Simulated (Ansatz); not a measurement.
**Response of BaTiO3 to small distortions**

```
CELL_PARAMETERS angstrom
3.99980 0.00000 0.00000
0.00000 3.99980 0.00000
0.00000 0.00000 4.01800
ATOMIC_POSITIONS crystal
Ba 0.00000 0.00000 0.00000
Ti 0.50000 0.50000 0.50000
O 0.50000 0.50000 0.00000
O 0.50000 0.00000 0.50000
O 0.00000 0.50000 0.50000
```

Atoms are numbered in the order listed.

The geometry is COD entry 2100860, unchecked; take it as a test cell.

Spin–orbit coupling is left out, though it moves levels of the heavy atoms by tenths of an eV or more.

Level of theory: Ansatz 0.2.0, DFT, PBEsol, all-electron PAW with datasets made for the crystal, scalar-relativistic.

Settings: a Γ-centred 7×7×7 k mesh, Fermi–Dirac smearing of 0.03 eV, cutoff 540 eV (chosen by the program for this cell), no spin polarisation.

The unchanged cell is at -4.58 GPa.

x, y and z are the Cartesian axes of the cell as listed; fractional coordinates follow a strain, and an engineering shear is twice the off-diagonal strain component.

Vzz stands for the principal value of largest size of the field-gradient tensor, whatever its axis.

No spin–orbit coupling: at heavy atoms the gradients can be off by tens of per cent for that reason.

(1) With this change (equal xy, yz and zx engineering shear strains of -2 %), what becomes of the energy and stress and field gradients and gap?

With equal xy, yz and zx engineering shear strains of +1 %: energy change +1 meV/atom; stress change (xx, yy, zz, yz, xz, xy) 0.03, 0.03, 0.03, -1.19, -1.19, -1.19 GPa, compression positive; Vzz in 10²¹ V/m²: Ba1 0.07 → 1.25 (η = 0.08), Ti2 0.40 → 0.49 (η = 0.97), O3 2.44 → 2.45 (η = 0.01), O4 2.24 → 2.25 (η = 0.07); gap on the k mesh 1.82 → 1.79 eV.

(2) With this change (equal xy, yz and zx engineering shear strains of +3 %), what becomes of the energy and stress and field gradients and gap?

Answers

(1) Energy change +6 meV/atom; stress change (xx, yy, zz, yz, xz, xy) 0.11, 0.11, 0.11, 2.41, 2.41, 2.42 GPa, compression positive; Vzz in 10²¹ V/m²: Ba1 0.07 → -2.26 (η = 0.00), Ti2 0.40 → 0.86 (η = 0.38), O3 2.44 → 2.48 (η = 0.00), O4 2.24 → 2.28 (η = 0.07); gap on the k mesh 1.82 → 1.68 eV.

(2) Energy change +12 meV/atom; stress change (xx, yy, zz, yz, xz, xy) 0.24, 0.24, 0.25, -3.54, -3.54, -3.55 GPa, compression positive; Vzz in 10²¹ V/m²: Ba1 0.07 → 3.96 (η = 0.04), Ti2 0.40 → -1.19 (η = 0.37), O3 2.44 → 2.54 (η = 0.04), O4 2.24 → 2.34 (η = 0.09); gap on the k mesh 1.82 → 1.69 eV.
